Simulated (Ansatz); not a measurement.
# Li2O: the cell at several levels of theory

Aim: relax Li2O built on the antifluorite prototype with PBE, r2SCAN, PBEsol, LDA and HSE06 and see how far the functionals disagree on the cell.

The runs shown are made with Ansatz 0.2.0. PAW datasets, plane waves, zero pressure. No spin polarisation and no zero-point or thermal motion.

## (1) Starting point

This is the cell as the run starts from it, not yet at rest; its lengths are not the crystal's.

The symmetry is Fm-3m (No. 225, cubic); a = 4.128 Å in the conventional setting, 5.86 Å³ an atom. Around O lie 8 Li at 1.79 Å; around Li lie 4 O at 1.79 Å.

The structure in full:

```
O Li
1.0
     0.00000    2.06385    2.06385
     2.06385    0.00000    2.06385
     2.06385    2.06385    0.00000
O Li
1 2
Direct
  0.00000 0.00000 0.00000
  0.25000 0.25000 0.25000
  0.75000 0.75000 0.75000
```

## (2) PBE: cell and atoms

input.yaml reads:

```yaml
crystal:
  lattice:
    - [0.0, 2.0638470791, 2.0638470791]
    - [2.0638470791, 0.0, 2.0638470791]
    - [2.0638470791, 2.0638470791, 0.0]
  atoms:
    - { symbol: O, position: [0.0, 0.0, 0.0] }
    - { symbol: Li, position: [0.25, 0.25, 0.25] }
    - { symbol: Li, position: [0.75, 0.75, 0.75] }
kpoints:
  mp_grid: { grid: [10, 10, 10] }
hamiltonian:
  xc: pbe
scf:
  occupations: { method: fermi_dirac, width: 0.02 }
relax:
  f_tol: 0.005
  cell: {}
```

Command:

```
$ ansatz run input.yaml --threads 4 --pin off --max-ram 7372MiB --backend cpu --events-out ev --progress --plain --runs-dir out
```

The runs that follow: Relaxing with r2SCAN; Relaxing with PBEsol; Relaxation with LDA; HSE06: cell and atoms.

Q: Predict the outcome of this session. Wanted: for each run, a; volume; space group; SCF geometries.

**Answer**, as computed:

| level | a (Å) | volume (Å³/atom) | space group | SCF geometries |
| --- | --- | --- | --- | --- |
| PBE | 4.625 | 8.245 | Fm-3m | 10 |
| r2SCAN | 4.573 | 7.968 | Fm-3m | 5 |
| PBEsol | 4.580 | 8.006 | Fm-3m | 7 |
| LDA | 4.494 | 7.564 | Fm-3m | 7 |
| HSE06 | 4.567 | 7.939 | Fm-3m | 4 |

What this shows: The first relaxation changed the volume by +40.7 % from the start. LDA gives the smallest cell and PBE the largest; they differ by 9.0 % in volume, a mean of 2.9 % in length. The meshes differ: PBE 10×10×10, r2SCAN 8×8×8, PBEsol 8×8×8, LDA 8×8×8, HSE06 6×6×6.
